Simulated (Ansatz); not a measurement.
CsH, CsCl type (r2SCAN geometry), in Ansatz:

```yaml
crystal:
  lattice:
    - [3.81309, 0.00000, 0.00000]
    - [0.00000, 3.81309, 0.00000]
    - [0.00000, 0.00000, 3.81309]
  atoms:
    - { symbol: Cs, position: [0.00000, 0.00000, 0.00000] }
    - { symbol: H, position: [0.50000, 0.50000, 0.50000] }
```

G0W0@r2SCAN with 208 empty bands, a screening cutoff of 140 eV and a 4×4×4 mesh (PAW, contour deformation) gives 4.768 eV over the mesh points, from an r2SCAN gap of 3.180 eV; it sums over 213 bands with 203 plane waves in the screening and a wave cutoff of 500 eV. G0W0 values are finite-basis, finite-mesh values. Values at 0 K without nuclear motion; spin polarisation is off, and the phase may be a hypothetical one.

Q: Estimate the gap with starting point LDA.

A: 4.313 eV (-0.455 eV), from a Kohn-Sham gap of 2.304 eV.

Q: Estimate the gap with frequency model Godby-Needs pole.

A: 4.863 eV (+0.095 eV), from a Kohn-Sham gap of 3.180 eV.

The runs are scalar-relativistic, without spin-orbit coupling.
